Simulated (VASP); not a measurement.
## From VASP inputs to Ansatz: InAs (strained zincblende)

INCAR

```
LWAVE = .FALSE.
LASPH = .TRUE.
ISIF = 2
ISMEAR = -1
GGA = PE
NBANDS = 16
EDIFF = 1E-7
IBRION = -1
NELM = 120
NSW = 0
PREC = Accurate
LREAL = .FALSE.
LCHARG = .FALSE.
ENCUT = 520
SIGMA = 0.02
```

KPOINTS

```
KPOINTS created by Atomic Simulation Environment
0
Gamma
8 8 8
0 0 0
```

KPOINTS_OPT

```
special points
7
Reciprocal
0.0000000000 0.0000000000 0.0000000000 1
-0.5000000000 -0.5000000000 0.0000000000 1
-0.3750000000 -0.3750000000 0.2500000000 1
-0.3750000000 0.0000000000 0.3750000000 1
0.0000000000 0.0000000000 0.5000000000 1
-0.5000000000 -0.2500000000 0.2500000000 1
-0.0209150000 0.0000000000 -0.0209150000 1
```

POSCAR

```
In As
 1.0000000000000000
     0.0000000000000000    3.1156822824999999    2.9876679456000002
     3.1156822824999999    0.0000000000000000    2.9876679456000002
     3.1156822824999999    3.1156822824999999    0.0000000000000000
 In  As
   1   1
Cartesian
  0.0000000000000000  0.0000000000000000  0.0000000000000000
  1.5578411412499999  1.5578411412499999  1.4938339728000001
```

VASP ran with the recommended PBE PAW datasets (18 valence electrons in the cell).

Task: Translate these files to an Ansatz input.

Result: 

```yaml
crystal:
  lattice:
    - [0.0, 3.1156822825, 2.9876679456]
    - [3.1156822825, 0.0, 2.9876679456]
    - [3.1156822825, 3.1156822825, 0.0]
  atoms:
    - { symbol: In, position: [0.0, 0.0, 0.0] }
    - { symbol: As, position: [0.25, 0.25, 0.25] }
kpoints:
  mp_grid: { grid: [8, 8, 8] }
  band_path:
    path:
      - [0.0, 0.0, 0.0]
      - [-0.5, -0.5, 0.0]
      - [-0.375, -0.375, 0.25]
      - [-0.375, 0.0, 0.375]
      - [0.0, 0.0, 0.5]
      - [-0.5, -0.25, 0.25]
      - [-0.020915, 0.0, -0.020915]
    npoints: 1
hamiltonian:
  xc: pbe
scf:
  occupations: { method: fermi_dirac, width: 0.02 }
  n_extra_bands: 4
output:
  forces: true
  stress: true
  eigenvalues: true
```

Other inputs would serve too.

```csv
,VASP,Ansatz
gap between bands v and c,0.00 eV,0.00 eV
least direct gap,0.00 eV,0.00 eV
pressure,1.1 GPa,1.0 GPa
```

The two codes use different PAW datasets and cutoffs. VASP's cell holds 18 valence electrons and Ansatz's 28. Ansatz's stress includes a Pulay correction; VASP's doesn't.
